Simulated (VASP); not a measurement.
Consider the following.

```yaml
crystal:
  lattice:
    - [0.00000, 2.92298, 2.92298]
    - [2.92298, 0.00000, 2.92298]
    - [2.92298, 2.92298, 0.00000]
  atoms:
    - { symbol: Na, position: [0.00000, 0.00000, 0.00000] }
    - { symbol: Br, position: [0.50000, 0.50000, 0.50000] }
```

Level of theory: LDA (Ceperley-Alder, Perdew-Zunger), VASP's LDA PAW potentials (set 64) (plane waves; VASP). Run with 520 eV cut-off, 8×8×8 Γ-centred mesh, Gaussian smearing of 0.050 eV, potentials Na_pv Br.

What does the run give for the energy per atom (σ→0), band gap (on the k-mesh) with the smallest direct gap where there is one?

| Item | Value |
|---|---|
| band gap (on the k-mesh) | 3.99 eV |
| smallest direct gap (on the k-mesh) | 3.99 eV |
| energy per atom (σ→0) | -3.374 eV/atom |

The compound is NaBr in the rock salt structure. This cell is one point of a volume scan, at 1.03 of the reference volume.
